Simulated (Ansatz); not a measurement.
**O under changes of volume**

One of the cells (11.066 Å³/atom); the others are scaled copies at fixed shape and fractional positions:

```xyz
2
Lattice="0.0000 1.8899 3.8988 1.5018 0.0000 3.8988 1.5018 1.8899 0.0000" Properties=species:S:1:pos:R:3 pbc="T T T"
O     1.5018    1.8899    4.5141
O     1.5018    1.8899    3.2836
```

| Quantity | Value |
| --- | --- |
| Program | Ansatz 0.2.0 |
| Functional | PBE |
| Potentials or basis | all-electron LAPW, scalar-relativistic |
| Cutoff | 930 eV (chosen from the basis error) |
| Basis error allowed | 0.0005 eV/atom |
| k mesh | 12 × 12 × 12 |
| Occupations | fermi-dirac, width 0.05 eV |
| Spin | no spin polarisation |

| volume (Å³/atom) | energy over the lowest point (meV/atom) | pressure (GPa) | largest force (eV/Å) |
| --- | --- | --- | --- |
| 10.402 | 7.16 | 5.3 | 0.443 |
| 10.623 | ? | ? | ? |
| 10.844 | 0.00 | 0.1 | 0.708 |
| 11.066 | 1.47 | -2.1 | 1.223 |
| 11.287 | 5.84 | -4.1 | 1.703 |
| 11.508 | 12.83 | -5.9 | 2.149 |
| 11.730 | 22.17 | -7.5 | 2.565 |

Q: What does the run at 10.623 Å³/atom give?

A: Energy over the lowest point 1.78 meV/atom; pressure 2.6 GPa; largest force 0.154 eV/Å.

Worked out: A Birch-Murnaghan fit of order 3 (a polynomial in V^(-2/3)) to the other rows has its minimum at 10.85 Å³/atom with B0 = V·E''(V) = 115 GPa and B' = 4.4 at fixed shape and positions, which overstates the stiffness. It gives 1.77 meV/atom at 10.623 Å³/atom, against the run's 1.78, and -dE/dV = 2.5 GPa, against 2.6.

Energies are extrapolated to zero smearing.

Caveats: spin is off for a triplet molecule; forces of over 1 eV/Å show positions far from the minimum, so gaps and moduli don't describe the material at rest (some runs).
